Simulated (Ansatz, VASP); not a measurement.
**Al in VASP and in Ansatz**

File INCAR:

```
SYSTEM = Al
  AGGAC = 1.0
  AGGAX = 1.0
  ALDAC = 0.0
  ALDAX = 1.0
  ALGO = Normal
  EDIFF = 1E-7
  ENCUT = 520
  GGA = B5
  ISIF = 2
  ISMEAR = -1
  LASPH = .TRUE.
  LCHARG = .TRUE.
  LELF = .TRUE.
  LREAL = .FALSE.
  LVHAR = .TRUE.
  LWAVE = .FALSE.
  NBANDS = 10
  NELM = 80
  PREC = Accurate
  SIGMA = 0.1
```

File KPOINTS:

```
k-points
0
G
  10 10 10
  0 0 0
```

POSCAR

```
Al
1.0
    0.0000000000      3.1591517177      3.1591517177
    3.1591517177      0.0000000000      3.1591517177
    3.1591517177      3.1591517177      0.0000000000
Al
2
Direct
    0.1250000000      0.1250000000      0.1250000000
    0.8750000000      0.8750000000      0.8750000000
```

Input for Ansatz:

```yaml
crystal:
  lattice:
    - [0.0, 3.1591517177, 3.1591517177]
    - [3.1591517177, 0.0, 3.1591517177]
    - [3.1591517177, 3.1591517177, 0.0]
  atoms:
    - { symbol: Al, position: [0.125, 0.125, 0.125] }
    - { symbol: Al, position: [0.875, 0.875, 0.875] }
hamiltonian:
  xc: blyp
  pseudopotentials:
    kind: paw
    azcp:
      Al: "pseudopotentials/Al.paw.azcp"
basis:
  ecutwfc: 420
  fft_grid_basis: typed
kpoints:
  mp_grid: { grid: [10, 10, 10], shift: [0, 0, 0] }
magnetization:
  spin_polarized: false
scf:
  occupations: { method: fermi_dirac, width: 0.1 }
  lower_state_search: "off"
output:
  stress: true
  write_density: true
  write_potential: true
  elf: true
  volumetric_format: npy
```

Alike in both runs: task single point; functional BLYP; k mesh 10 × 10 × 10; occupations fermi-dirac, width 0.1 eV; no spin polarisation.

|  | VASP | Ansatz |
| --- | --- | --- |
| version | VASP 6.6.1 | Ansatz 0.2.0 |
| potentials or method | VASP PAW PBE potentials, release 64 (Al) | plane waves (420 eV) with PAW, scalar-relativistic |
| plane-wave cutoff (eV) | 520 | 420 |
| valence electrons in the cell | 6 | 6 |

|  | VASP | Ansatz | Ansatz less VASP |
| --- | --- | --- | --- |
| pressure (GPa) | -1.9 | -2.0 | -0.03 |

Caveats: the PAW data sets were made with another functional, which shifts forces and pressure a little (VASP).
